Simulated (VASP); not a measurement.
The system is La2O3.

```
CELL_PARAMETERS angstrom
6.37027 0.00000 0.00000
-3.18514 5.51682 0.00000
0.00000 0.00000 3.28989
ATOMIC_POSITIONS crystal
La 0.66667 0.33333 0.49810
La 0.33333 0.66667 0.50190
O 0.50461 0.00000 0.00000
O 0.00000 0.50461 0.00000
O 0.49539 0.49539 0.00000
```

The cell comes from a database or a generator and needn't be the stable form of this composition.

Program: VASP 6.6.1. Alike in all runs: level PBE; potentials or basis VASP PAW PBE potentials, release 64 (La, O); no spin polarisation; cell as given; k mesh 5 × 5 × 8; cutoff (eV) 520; smearing gaussian 0.02 eV. Hardware: 1 thread of AMD EPYC 7R43 64-Core Processor (Zen 3) (shared host).

Question: Order these runs on this cell by their wall time, lowest first.
A. task atomic charges
B. task density of states; k mesh for the DOS 8 × 8 × 12; occupations for the DOS tetrahedron
C. task dielectric tensor

Answer: A (120 s), B (620 s), C (3700 s).

Caveats: spin-orbit coupling is left out, which moves the levels of the heavy elements (some runs); an odd mesh through Γ misses points on the zone boundary, where band edges often lie (some runs).
